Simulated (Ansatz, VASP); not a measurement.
## Mo in VASP and in Ansatz

File INCAR:

```
PREC = Accurate ; ENCUT = 520
EDIFF = 1E-6 ; ISMEAR = 0
SIGMA = 0.1 ; LREAL = False
LASPH = True ; NELM = 100
ALGO = Fast ; ISIF = 2
LWAVE = False ; LCHARG = False
GGA = PE ; NBANDS = 13
```

The input KPOINTS:

```
regular mesh
0
Gamma
  18 18 16
```

POSCAR

```
Mo
1.0
    2.6014977428      0.0000000000      0.0000000000
   -1.3007488714      2.2529631332      0.0000000000
    0.0000000000      0.0000000000      2.5833132395
Mo
1
Direct
    0.0000000000      0.0000000000      0.5000000000
```

Input for Ansatz:

```yaml
crystal:
  lattice:
    - [2.6014977428, 0.0, 0.0]
    - [-1.3007488714, 2.2529631332, 0.0]
    - [0.0, 0.0, 2.5833132395]
  atoms:
    - { symbol: Mo, position: [0.0, 0.0, 0.5] }
basis:
  ecutwfc: 420
kpoints:
  mp_grid: { grid: [18, 18, 16] }
hamiltonian:
  xc: pbe
scf:
  occupations: { method: gaussian, width: 0.1 }
output:
  forces: true
  stress: true
  eigenvalues: true
```

Alike in both runs: task single point; functional PBE; k mesh 18 × 18 × 16; occupations gaussian, width 0.1 eV; no spin polarisation.

```csv
,VASP,Ansatz
version,VASP 6.6.1,Ansatz 0.2.0
potentials or method,"VASP PAW PBE potentials, release 64 (Mo_sv)","scalar-relativistic, plane waves, PAW"
plane-wave cutoff (eV),520,420
valence electrons in the cell,14,14
```

|  | VASP | Ansatz | Ansatz less VASP |
| --- | --- | --- | --- |
| gap on the k mesh at the Fermi level (eV) | none | none | - |
| pressure (GPa) | 29.8 | 29.0 | -0.77 |
| largest component of the traceless stress (GPa) | 24.95 | 24.86 | -0.090 |

A gap of «none» marks a metal or a gap that the smearing closes.

Caveats: so large a pressure means that the cell lies far from this level's equilibrium, or that cutoff or potentials fall short (VASP).
